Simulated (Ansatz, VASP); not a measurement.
Two plane-wave programs on SrO

The input POSCAR:

```
SrO
1.0
    4.1094723339      0.0000000000      0.0000000000
   -2.0547361670      3.6979503713      0.0000000000
    0.0000000000      0.0000000000      5.1444569642
Sr O
2 2
Direct
    0.3367216022      0.6734432045      0.2500000000
    0.6632783978      0.3265567955      0.7500000000
    0.6647453949      0.3294907898      0.2500000000
    0.3352546051      0.6705092102      0.7500000000
```

INCAR.step1

```
ALGO = Normal
EDIFF = 1E-4
ENCUT = 520
GGA = PE
ISMEAR = 0
LASPH = T
LCHARG = F
LREAL = F
LWAVE = T
NBANDS = 24
NELM = 100
PREC = Accurate
SIGMA = 0.01
```

INCAR.step2

```
ALGO = Normal
EDIFF = 1E-7
ENCUT = 520
ISIF = 2
ISMEAR = 0
ISTART = 1
LASPH = T
LCHARG = T
LELF = T
LMIXTAU = T
LREAL = F
LVHAR = T
LWAVE = F
METAGGA = R2SCAN
NBANDS = 24
NELM = 100
PREC = Accurate
SIGMA = 0.01
```

The input KPOINTS:

```
k-points
0
Gamma
  12 12 6
```

Input for Ansatz:

```yaml
crystal:
  lattice:
    - [4.1094723339, 0.0, 0.0]
    - [-2.054736167, 3.6979503713, 0.0]
    - [0.0, 0.0, 5.1444569642]
  atoms:
    - { symbol: Sr, position: [0.3367216022, 0.6734432045, 0.25] }
    - { symbol: Sr, position: [0.6632783978, 0.3265567955, 0.75] }
    - { symbol: O, position: [0.6647453949, 0.3294907898, 0.25] }
    - { symbol: O, position: [0.3352546051, 0.6705092102, 0.75] }
kpoints:
  mp_grid: { grid: [12, 12, 6] }
  band_path:
    path:
      - [0.0, 0.0, 0.0]
      - [0.5, 0.0, 0.0]
      - [0.3333333333, 0.3333333333, 0.0]
      - [0.0, 0.0, 0.5]
      - [0.5, 0.0, 0.5]
      - [0.3333333333, 0.3333333333, 0.5]
    npoints: 1
hamiltonian:
  xc: r2scan
scf:
  occupations: { method: fixed }
  n_extra_bands: 5
output:
  forces: true
  stress: true
  eigenvalues: true
  write_density: true
  write_potential: true
  elf: true
  volumetric_format: npy
```

Change from the starting cell: uniaxial_x strain -3.8%.

Alike in both runs: task single point; functional r2SCAN; k mesh 12 × 12 × 6; no spin polarisation.

```csv
,VASP,Ansatz
version,VASP 6.6.1,Ansatz 0.2.0
potentials or method,"VASP PAW PBE potentials, release 64 (Sr_sv, O)","plane waves, PAW"
plane-wave cutoff (eV),520,500
occupations,"gaussian, width 0.01 eV",fixed
valence electrons in the cell,32,32
```

VASP gave:

* gap on the k mesh at the Fermi level (eV): 3.20
* pressure (GPa): 3.6
* largest component of the traceless stress (GPa): 1.54

Task: Which values does Ansatz return?

Result: gap on the k mesh at the Fermi level (eV): 3.20; pressure (GPa): 3.0; largest component of the traceless stress (GPa): 1.45.

Caveats: the PAW data sets were made with another functional, which shifts forces and pressure a little (VASP). A k mesh can miss the band edges.
